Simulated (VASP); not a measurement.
Set up this calculation in VASP 6.6.1, as the native input.

```
Task                   : single point
Functional             : PBE
Potentials or basis    : VASP PAW PBE potentials, release 64 (Ta_pv, C)
Cutoff                 : 520 eV
k mesh                 : 16 × 16 × 16
Occupations            : gaussian, width 0.1 eV
Spin                   : non-collinear spin, zero start, spin-orbit coupling
Starting moments       : [[0.0, 0.0, 0.0], [0.0, 0.0, 0.0]] μB
Further INCAR settings : ALGO = Fast; EDIFF = 1e-07; NBANDS = 27
```

The structure of TaC lies in POSCAR:

```
TaC                                     
1.0
    0.0000000000      2.2173447315      2.2173447315
    2.2173447315      0.0000000000      2.2173447315
    2.2173447315      2.2173447315      0.0000000000
  Ta              C             
     1     1
Direct
     0.0000000000000000    0.0000000000000000    0.0000000000000000
     0.5000000000000000    0.5000000000000000    0.5000000000000000
```

The cell isn't the ideal one: a relaxed cell with its volume scaled by 0.97.

The input as run:

INCAR

```
ALGO = Fast ; EDIFF = 1E-7
ENCUT = 520 ; GGA = PE
GGA_COMPAT = False ; ISIF = 2
ISMEAR = 0 ; KPAR = 4
LASPH = True ; LCHARG = False
LMAXMIX = 4 ; LORBIT = 11
LREAL = False ; LSORBIT = True
LWAVE = False ; MAGMOM = 0 0 0 0 0 0
NBANDS = 27 ; NELM = 60
PREC = Accurate ; SIGMA = 0.1
```

KPOINTS

```
k-points
0
Gamma
  16 16 16
```

Potentials or basis: VASP PAW PBE potentials, release 64 (Ta_pv, C).

Launch:

```console
$ cat potpaw_PBE.64/Ta_pv/POTCAR potpaw_PBE.64/C/POTCAR > POTCAR
$ mpirun -np 4 vasp_ncl > vasp.out
```

Results of the run:

| Item | Value |
| --- | --- |
| Pressure | 10.5 GPa |
| Net moment | 0.00 μB per cell |
| Valence electrons inside the program's atomic spheres | Ta 9.01; C 2.46 |

Wall time 29 s on 4 MPI ranks on Intel(R) Xeon(R) 6975P-C (Granite Rapids) (shared host), peak memory 0.27 GiB a rank.
